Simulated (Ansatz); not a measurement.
A one-shot G0W0 calculation of a 2-atom cell of CdTe started from a crystallographic database with Ansatz 0.2.0, at the level G0W0@LDA with 265 empty bands, a screening cutoff of 140 eV and a 4×4×4 mesh. Cell and atoms come from a relaxation with r2SCAN.

Input (YAML):
```yaml
crystal:
  lattice:
    - [0.0, 3.2799012449, 3.2799012449]
    - [3.2799012449, 0.0, 3.2799012449]
    - [3.2799012449, 3.2799012449, 0.0]
  atoms:
    - { symbol: Cd, position: [0.0, 0.0, 0.0] }
    - { symbol: Te, position: [0.25, 0.25, 0.25] }
kpoints:
  mp_grid: { grid: [4, 4, 4] }
hamiltonian:
  xc: lda
scf:
  occupations: { method: fixed }
gw:
  n_empty_bands: 265
  ecut_chi: 140
  qp_bands: [v2, c2]
  qp_kpoints: band_edges
  screening: { model: contour_deformation }
```

Command: `ansatz run input.yaml --threads 2 --pin off --max-ram 3686MiB --backend cpu --events-out ev --progress --plain --runs-dir out`. Wall time 2.4 min on 2 threads of Intel(R) Xeon(R) Processor @ 2.50GHz (Skylake/Cascade Lake) (shared host); peak host memory 0.74 GiB.

The log, with set-up remarks and timings taken out:
```
Functional definition: SPW92
Crystal: 2 atoms, lattice volume = 70.569 Å³
Basis set: ecut = 420 eV, 1411 PW (Γ)
Bands: 22, of which v1, the nominal top of the filled ones, is band 18 counted from 1 (17 counted from 0)
Symmetry: 24 space group operations
Space group: F-43m (ITA 216)
k-points: 8 of 64 (time reversal used)
preconditioner: auto → none  [insulator: Δε(μ)=0.357 eV  ℏωp=18.8 eV]
Free energy (F): -14945.700790 eV
Fermi energy:    6.666622 eV
--- Per-component energies (eV) ---
  E_band       = -813.955205
  E_kinetic    = 686.275454
  E_local      = -5511.058876
  E_nonlocal   = -263.750328
  E_hartree    = 2762.429538
  E_xc         = -298.611693
  E_vxc        = -325.309692
  E_paw        = -8457.996911
  E_vpaw       = -924.977009
  E_ewald      = -3864.433025
  E_core_change = 1.445230
--- G₀W₀: contour deformation, 8 samples at zero and on the imaginary axis and 2 off it, 64 q-points, 265 empty bands' worth ---
    ik  band        ε_KS         Σx   Σc(E_QP)       V_xc       Z   E_QP_lin       E_QP  E_QP is
     0    17      6.6666   -17.6803     1.3844   -15.9764  0.7252     6.3405     6.3472  root
     0    18      6.6666   -17.6803     1.3844   -15.9764  0.7252     6.3405     6.3472  root
     0    19      7.0511    -9.4675    -3.9361   -13.7777  0.7485     7.4353     7.4252  root
     0    20     11.1973    -6.4912    -4.3398   -11.0960  0.7284    11.4669    11.4622  root
     1    17      6.2616   -17.0811     1.4760   -15.2648  0.7218     5.9133     5.9213  root
     1    18      6.2616   -17.0811     1.4760   -15.2648  0.7218     5.9133     5.9213  root
     1    19      8.3978    -8.8144    -3.9831   -13.1195  0.7421     8.7266     8.7198  root
     1    20     11.7292    -6.6135    -4.4743   -11.3554  0.7249    12.0015    11.9968  root
     2    17      5.9332   -16.7126     1.5866   -14.7661  0.7180     5.5637     5.5732  root
     2    18      5.9332   -16.7126     1.5866   -14.7661  0.7180     5.5637     5.5732  root
     2    19      8.2519    -8.3355    -3.9769   -12.6332  0.7453     8.5794     8.5727  root
     2    20     11.7851    -6.3664    -4.3960   -10.9969  0.7258    12.0231    12.0196  root
     3    17      5.6383   -16.2611     1.6418   -14.2539  0.7147     5.2625     5.2728  root
     3    18      5.6383   -16.2611     1.6418   -14.2539  0.7147     5.2625     5.2728  root
     3    19      9.4094    -9.4527    -4.1434   -13.9252  0.7316     9.7458     9.7384  root
     3    20      9.8382    -5.9607    -3.9743   -10.1209  0.7464    10.0260    10.0240  root
     6    17      4.8983   -15.5153     1.9116   -13.2067  0.7015     4.4891     4.5012  root
     6    18      4.8983   -15.5153     1.9116   -13.2067  0.7015     4.4891     4.5012  root
     6    19      9.1722    -5.7195    -3.7522    -9.6081  0.7530     9.3095     9.3085  root
     6    20      9.2070    -8.1010    -3.9537   -12.3140  0.7405     9.4704     9.4662  root
```

The points are ik 0 = (0, 0, 0) (Γ), ik 1 = (0, 0, 1/4), ik 2 = (0, 0, -1/2), ik 3 = (0, 1/4, 1/4), ik 6 = (0, -1/2, -1/2); band 18 is the last filled one.

Over the mesh points the LDA gap of 0.38 eV becomes a quasiparticle gap of 1.08 eV (direct at Γ), a change of +0.70 eV. Renormalisation factors Z lie between 0.70 and 0.75. G0W0 values are finite-basis, finite-mesh values.

The values are computed, spin-unpolarised, and not measurements.

Spin-orbit coupling is left out, which matters wherever the heavy atoms make up the band edges.

For so narrow a gap this mesh doesn't settle the screening, and the bands and cutoff are finite.

With a shallow d shell on the cation, G0W0 converges slowly in bands and cutoff, so these values are in doubt.
